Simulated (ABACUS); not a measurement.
BaTiO3:

```xyz
5
Lattice="3.7528 0.0000 0.0000 -0.6324 4.4813 0.0000 0.6395 -0.1452 3.7364" Properties=species:S:1:pos:R:3 pbc="T T T"
Ba    0.0215    4.3242    3.7308
Ti    1.8800    2.2186    1.9062
O     3.7515    2.1366    1.8497
O     2.1948    2.1032    3.7160
O     1.5588    4.3776    1.8606
```

Base run:

```yaml
Program: ABACUS 3.10.1
Functional: PBE
Potentials_or_basis: GBRV ultrasoft 1.5 PBE
Cutoff: 544 eV
Density_cutoff: 4354 eV
Basis: plane waves
k_mesh: 5 × 4 × 5
Occupations: fermi-dirac, width 0.05 eV
Spin: no spin polarisation
```

Its results: band gap on the k mesh 0.60 eV, indirect (least direct gap 0.69 eV); pressure 18.9 GPa; largest force 0.740 eV/Å.

**Question.** The run is repeated on the same cell with these changes: potentials or basis from GBRV ultrasoft 1.5 PBE to SPMS ONCV 1.0 PBE; cutoff from 544 eV to 1143 eV; density cutoff from 4354 eV to 4572 eV; radial cutoff of the potentials (pseudo_rcut) from 10 bohr to 7 bohr. What comes out?

**Answer.** Band gap on the k mesh 0.63 eV, indirect (least direct gap 0.72 eV); pressure 17.0 GPa; largest force 0.731 eV/Å.

Caveats: there are fewer bands than atomic start orbitals, so a level may be missed at k points of high symmetry; spin-orbit coupling is left out, which moves the levels of the heavy elements; an odd mesh through Γ misses points on the zone boundary, where band edges often lie.
